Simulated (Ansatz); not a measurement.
# ZnS: the cell at several levels of theory

One table from this session's results is given with a row withheld; the runs are named, their logs left out.

Code: Ansatz 0.2.0. PAW datasets, plane waves, zero pressure. No spin polarisation and no zero-point or thermal motion.

### The cell

Space group P6_3mc (No. 186), hexagonal; conventional cell a = 3.811 Å, c = 6.234 Å, 19.60 Å³ an atom. Zn has 4 S at 2.31–2.40 Å; S has 4 Zn at 2.31–2.40 Å.

Structure file:

```
CELL_PARAMETERS angstrom
3.81100 0.00000 0.00000
-1.90550 3.30042 0.00000
0.00000 0.00000 6.23400
ATOMIC_POSITIONS crystal
Zn 0.33333 0.66667 0.00000
Zn 0.66667 0.33333 0.50000
S 0.33333 0.66667 0.38500
S 0.66667 0.33333 0.88500
```

Set-up of the first run:

The input, input.yaml:

```yaml
crystal:
  lattice:
    - [3.811, 0.0, 0.0]
    - [-1.9055, 3.3004228138, 0.0]
    - [0.0, 0.0, 6.234]
  atoms:
    - { symbol: Zn, position: [0.3333333333, 0.6666666667, 0.0] }
    - { symbol: Zn, position: [0.6666666667, 0.3333333333, 0.5] }
    - { symbol: S, position: [0.3333333333, 0.6666666667, 0.385] }
    - { symbol: S, position: [0.6666666667, 0.3333333333, 0.885] }
kpoints:
  mp_grid: { grid: [12, 12, 4] }
hamiltonian:
  xc: pbe
scf:
  occupations: { method: fermi_dirac, width: 0.02 }
relax:
  f_tol: 0.005
  cell: {}
output:
  write_density: true
  write_potential: true
  elf: true
  volumetric_format: npy
```

Launch:

```bash
> ansatz run input.yaml --threads 2 --pin off --max-ram 2211MiB --backend cpu --events-out ev --progress --plain --runs-dir out
```

Among the steps run: Relaxing with PBE; Relaxing with r2SCAN; Relaxing with PBEsol; LDA: cell and atoms; Relaxing with HSE06.

One of the session's tables, all rows but one given; the rest of the session is left out.

```
 level  a (Å)  c (Å)  volume (Å³/atom)
   PBE  3.846  6.304            20.186
r2SCAN      ?      ?                 ?
PBEsol  3.782  6.208            19.225
   LDA  3.738  6.143            18.585
 HSE06  3.834  6.278            19.978
```

Q: Estimate the row for r2SCAN from the others.

The run gave: a (Å): 3.805; c (Å): 6.244; volume (Å³/atom): 19.577. In the column «a (Å)» it lies between PBEsol (3.782) and HSE06 (3.834).

In words: From the start to the first minimum the volume moved by +3.0 %. The volume runs from LDA (least) to PBE (most), a spread of 8.6 %, or 2.8 % in length if all axes shared it alike. A measured c is 6.2576 Å (300 K; a printed reference work, data compilation); the misses are PBE +0.7 %, r2SCAN -0.2 %, PBEsol -0.8 %, LDA -1.8 %, HSE06 +0.3 %. The calculation is for a static lattice, without the thermal expansion and zero-point motion that a deposited cell holds. The meshes differ: PBE 12×12×4, r2SCAN 12×12×4, PBEsol 12×12×4, LDA 12×12×4, HSE06 6×6×4.

**Measured values.**

A printed reference work, data compilation reports, for a bulk crystal of ZnS at 300 K: lattice constant c 6.2576 Å.
